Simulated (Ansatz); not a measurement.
Crystal: MnS.

```
CELL_PARAMETERS angstrom
0.00000 2.60450 2.60450
2.60450 0.00000 2.60450
2.60450 2.60450 0.00000
ATOMIC_POSITIONS crystal
Mn 0.00000 0.00000 0.00000
S 0.50000 0.50000 0.50000
```

Base run:

```yaml
Program: Ansatz 0.2.0
Functional: LDA
Potentials_or_basis: all-electron LAPW, scalar-relativistic
Cutoff: 217 eV (chosen from the basis error)
Basis_error_allowed: 0.001 eV/atom
k_mesh: 9 × 9 × 9
Occupations: fermi-dirac, width 0.05 eV
Spin: collinear spin, ferromagnetic start
Starting_moments: "[4.0, 0.0] μB"
```

Its results: pressure -11.6 GPa; net moment 4.57 μB per cell; site moments Mn +4.29; S +0.14 μB.

Question: The run is repeated on the same cell with these changes: functional from LDA to PBEsol. What comes out?

Answer: Pressure -7.3 GPa; net moment 4.69 μB per cell; site moments Mn +4.41; S +0.14 μB.

PBEsol binds less tightly than LDA, so the same cell stands under more pressure.

Caveats: a cell with one magnetic atom can't hold antiferromagnetic order, which such compounds often take.
